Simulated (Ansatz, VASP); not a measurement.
**PbSe in VASP and in Ansatz**

The input INCAR:

```
SYSTEM = PbSe
PREC = Accurate
ENCUT = 520
EDIFF = 1E-7
ISMEAR = 0
SIGMA = 0.03
LREAL = .FALSE.
LASPH = .TRUE.
NELM = 100
ALGO = Fast
ISIF = 2
LWAVE = .FALSE.
LCHARG = .FALSE.
GGA = PE
IVDW = 12
NBANDS = 17
```

Contents of KPOINTS:

```
Automatic mesh
0
G
  10 10 10
  0 0 0
```

File POSCAR:

```
PbSe
1.0
    0.0000000000      2.9396640000      3.0621500000
    2.9396640000      0.0000000000      3.0621500000
    2.9396640000      2.9396640000      0.0000000000
Pb Se
1 1
Direct
    0.0000000000      0.0000000000      0.0000000000
    0.5000000000      0.5000000000      0.5000000000
```

Input for Ansatz:

```yaml
crystal:
  lattice:
    - [0.0, 2.939664, 3.06215]
    - [2.939664, 0.0, 3.06215]
    - [2.939664, 2.939664, 0.0]
  atoms:
    - { symbol: Pb, position: [0.0, 0.0, 0.0] }
    - { symbol: Se, position: [0.5, 0.5, 0.5] }
basis:
  ecutwfc: 420
kpoints:
  mp_grid: { grid: [10, 10, 10] }
hamiltonian:
  xc: pbe
  dispersion: d3bj
scf:
  occupations: { method: gaussian, width: 0.03 }
output:
  forces: true
  stress: true
  eigenvalues: true
```

Change from the starting cell: strain -0.040 along x and y, +0.000 along z, atoms carried along.

Alike in both runs: task single point; functional PBE; dispersion D3(BJ); k mesh 10 × 10 × 10; occupations gaussian, width 0.03 eV; no spin polarisation.

```csv
,VASP,Ansatz
version,VASP 6.6.1,Ansatz 0.2.0
potentials or method,"VASP PAW PBE potentials, release 64 (Pb_d, Se)","scalar-relativistic, plane waves, PAW"
plane-wave cutoff (eV),520,420
valence electrons in the cell,20,30
```

|  | VASP | Ansatz | Ansatz less VASP |
| --- | --- | --- | --- |
| gap on the k mesh at the Fermi level (eV) | 0.06 | 0.07 | +0.005 |
| least direct gap on the mesh (eV) | 0.06 | 0.07 | +0.005 |
| pressure (GPa) | 5.6 | 5.6 | 0.00 |
| largest component of the traceless stress (GPa) | 4.60 | 4.59 | -0.013 |

The functional is the same, so the differences come from potentials, cutoffs and numerics. The two sets of potentials don't hold the same shells in valence.

Caveats: spin-orbit coupling is left out, which as a rule narrows the gap of such compounds by several tenths of an eV. A k mesh can miss the band edges.
